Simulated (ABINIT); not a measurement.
Something may be wrong with this ABINIT 10.8.3 (patched build) calculation of Ti.

File run.abi:

```
pp_dirpath "./"
pseudos "Ti.GGA_PBE-JTH.xml"

acell 4.06 4.06 4.06 Angstrom
angdeg 90.0 90.0 90.0
spgroup 225
brvltt 0
chkprim 0
ntypat 1
znucl 22
natom 4
natrd 1
typat 1
xred
     0.0000000000     0.0000000000     0.0000000000

ecut 15.0
pawecutdg 30.0

kptopt 1
ngkpt 1 1 1
nshiftk 1
shiftk 0.0 0.0 0.0

ixc 11
vdw_xc 7

nband 29
occopt 3
tsmear 0.136 eV

nstep 100
tolvrs 1.0e-9

iomode 3
prtwf 0
prtden 0
prteig 0
prtebands 0
enunit 1
```

Potentials or basis: JTH PAW PBE v2.0.

Launch:

```console
$ abinit run.abi > log 2>&1
```

run.abo:

```text
.Version 10.8.3 of ABINIT
 Symmetries : the unit cell is not primitive
================================================================================
 Values of the parameters that define the memory need of the present run
     intxc =       0    ionmov =       0      iscf =      17    lmnmax =      18
     lnmax =       6     mgfft =      30  mpssoang =       3    mqgrid =    3001
     natom =       4  nloc_mem =       2    nspden =       1   nspinor =       1
    nsppol =       1      nsym =     192    n1xccc =       1    ntypat =       1
    occopt =       3   xclevel =       2
       mpw =         619          nfft =       27000          nkpt =           1
 PAW method is used; the additional fine FFT grid is defined by:
   mgfftf=        40    nfftf =     64000
================================================================================
================================================================================

[... 258 lines left out ...]
================================================================================

 -outvars: echo values of variables after computation  --------
            acell      7.6722880712E+00  7.6722880712E+00  7.6722880712E+00 Bohr
           etotal     -2.3512111083E+02
            fcart     -0.0000000000E+00 -0.0000000000E+00 -0.0000000000E+00
                      -0.0000000000E+00 -0.0000000000E+00 -0.0000000000E+00
                      -0.0000000000E+00 -0.0000000000E+00 -0.0000000000E+00
                      -0.0000000000E+00 -0.0000000000E+00 -0.0000000000E+00
           strten      1.9995210878E-03  1.9995210878E-03  1.9995210878E-03
                       0.0000000000E+00  0.0000000000E+00  0.0000000000E+00
           xangst      0.0000000000E+00  0.0000000000E+00  0.0000000000E+00
                       2.0300000000E+00  2.0300000000E+00  0.0000000000E+00
                       2.4860330023E-16  2.0300000000E+00  2.0300000000E+00
                       2.0300000000E+00  1.2430165011E-16  2.0300000000E+00
             xred      0.0000000000E+00  0.0000000000E+00  0.0000000000E+00
                       5.0000000000E-01  5.0000000000E-01  0.0000000000E+00
                       0.0000000000E+00  5.0000000000E-01  5.0000000000E-01
                       5.0000000000E-01  0.0000000000E+00  5.0000000000E-01
 Calculation completed.
```

**Question.** Diagnose the run.

**Answer.** The run converged. The input holds a flaw that was put in on purpose: single k point (ngkpt = 1 × 1 × 1). The program doesn't stop on it, so the numbers can't be trusted though the run ends normally.
